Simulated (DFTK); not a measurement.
Sr:

```
Sr
1.0
     0.00000    3.04235    3.04235
     3.04235    0.00000    3.04235
     3.04235    3.04235    0.00000
Sr
1
Direct
  0.00000 0.00000 0.00000
```

```yaml
Program: DFTK 0.8.2
Task: single point
Functional: PBEsol
Potentials_or_basis: dojo.nc.sr.pbesol.v0_4_1.standard.upf (PBEsol)
Cutoff: 1088 eV
k_mesh: 8 × 8 × 8
Occupations: fermi-dirac, width 0.05 eV
Spin: no spin polarisation
```

On this cell: pressure -0.9 GPa; band gap on the k mesh none (metal or under the smearing width).

The same run follows on a disturbed copy (cell strained at random at fixed volume):

```
Sr
1.0
     0.06610    3.01958    2.96526
     3.13463    0.00753    3.02383
     3.12896    3.07248    0.01320
Sr
1
Direct
  0.99000 0.99567 0.01497
```

**Question.** What does the disturbed cell give?

**Answer.** The energy (extrapolated to zero smearing) moves by +3.3 meV/atom; pressure -0.9 GPa; band gap on the k mesh none (metal or under the smearing width).

Stress tensor (GPa, compression positive):
```
-1.01 -0.22 -0.28
-0.22 -0.87  0.19
-0.28  0.19 -0.79
```
